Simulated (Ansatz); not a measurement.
The reference is AlP in the zinc blende structure (space group F-43m, No. 216; a = 5.508 Å).

Structures relaxed with PBE (Ansatz, a program for electronic structure, PAW, no spin-orbit coupling).

Base:

Simulated powder pattern, Co Kα, λ = 1.79026 Å (kinematic, ideal powder, no thermal factors, no anomalous dispersion; the 14 strongest lines at most, above 2 %, up to 2θ = 90°):

```
2θ (°)  I/Imax (%)    hkl
------  ----------  -----
32.70          100  (111)
54.73           64  (220)
65.23           38  (311)
81.10           11  (400)
```

Perturbation: every P is replaced by Sb, then cell and atoms are relaxed.

After the change:

Simulated powder pattern, Co Kα, λ = 1.79026 Å (kinematic, ideal powder, no thermal factors, no anomalous dispersion; the 14 strongest lines at most, above 2 %, up to 2θ = 90°):

```
2θ (°)  I/Imax (%)    hkl
------  ----------  -----
28.84          100  (111)
33.43           29  (200)
48.00           54  (220)
56.97           46  (311)
59.75          7.6  (222)
70.22          8.8  (400)
77.62           19  (331)
80.04           10  (420)
89.57           20  (422)
```

The indices refer to each structure's own conventional cell; one index is shown for lines that coincide.

No phonon test of stability was made.
